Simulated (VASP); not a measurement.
Runs of VASP 6.6.1 on Cu3Au. The structure is cubic, space group Pm-3m (No. 221). Conventional cell: a = 3.740 Å, b = 3.740 Å, c = 3.740 Å, α = 90.00°, β = 90.00°, γ = 90.00°. Around Cu (site symmetry 4/mmm) lie 8 Cu at 2.64 Å and 4 Au at 2.64 Å. Au (site symmetry m-3m) has 12 Cu at 2.64 Å as nearest neighbours. 

```csv
task,level,potentials or basis,cell,cutoff (eV),gap on the mesh (eV),pressure (GPa),relaxed volume (Å³/atom)
relaxation of cell and atoms,PBE,"VASP PAW PBE potentials, release 64 (Cu, Au)",relaxed,600,none,0.0,13.53
relaxation of cell and atoms,PBEsol,"VASP PAW PBE potentials, release 64 (Cu, Au)",relaxed,600,none,0.0,(a)
relaxation of cell and atoms,LDA,"VASP PAW LDA potentials, release 64 (Cu, Au)",relaxed,600,none,0.0,-
band structure,PBE,"VASP PAW PBE potentials, release 64 (Cu, Au)","Pm-3m, 13.53 Å³/atom",520,-,0.0,-
```

Alike in all rows: no spin polarisation; k mesh 10 × 10 × 10; smearing methfessel-paxton 0.1 eV.

Problem. Fill in the values left out.

Solution. (a) 12.81.

Caveats: the PAW data sets were made with another functional, which shifts forces and pressure a little (some runs); the relaxation stopped at its first step, so nothing moved (some runs); spin-orbit coupling is left out, which moves the levels of the heavy elements (some runs).

A k mesh can miss the band edges, and the runs leave out spin-orbit coupling on Au.

A gap of «none» marks a metal or a gap under the smearing width.
